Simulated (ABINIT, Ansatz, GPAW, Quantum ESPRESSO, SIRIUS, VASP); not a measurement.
**One calculation of Ta, 7 ways**

```xyz
1
Lattice="-1.6513 1.6513 1.6513 1.6513 -1.6513 1.6513 1.6513 1.6513 -1.6513" Properties=species:S:1:pos:R:3 pbc="T T T"
Ta    0.0000    0.0000    0.0000
```

Alike in all runs: task single point; functional PBEsol; k mesh 11 × 11 × 11; occupations fermi-dirac, width 0.05 eV; no spin polarisation; no spin-orbit coupling. Pressure is positive in compression and, in plane waves, holds the error of the finite cutoff, which Ansatz's Pulay term estimates and takes out.

```csv
program and potentials,plane-wave cutoff (eV),notes,pressure (GPa)
"Ansatz, Ansatz PAW",420,"potentials made for PBE, which Ansatz adapts in part; 13 valence electrons an atom on average; Pulay term of +0.05 GPa included",-4.33
"GPAW, PAW data sets generated for this functional",600,13 valence electrons an atom on average,-4.04
"SIRIUS, PseudoDojo 0.4.1 PBEsol standard (scalar relativistic)",807,13 valence electrons an atom on average,-4.22
"Quantum ESPRESSO, GBRV 1.5 PBEsol",762,13 valence electrons an atom on average,-4.50
"ABINIT, PseudoDojo NC SR PBEsol v0.4.1 standard",789,13 valence electrons an atom on average,-4.23
"VASP, PBE PAW files Ta_pv, 520 eV",520,potentials made for PBE; 11 valence electrons an atom on average,-4.18
"Ansatz, all-electron LAPW, scalar-relativistic",-,-,-4.40
```

The pressure spans -4.50 (Quantum ESPRESSO, GBRV 1.5 PBEsol) to -4.04 GPa (GPAW, PAW data sets generated for this functional), with all-electron results at -4.40.

Differences between rows come from potentials, basis sets and numerical settings, since the functional is the same but for its coding. Runs on potential files found faulty are left out.
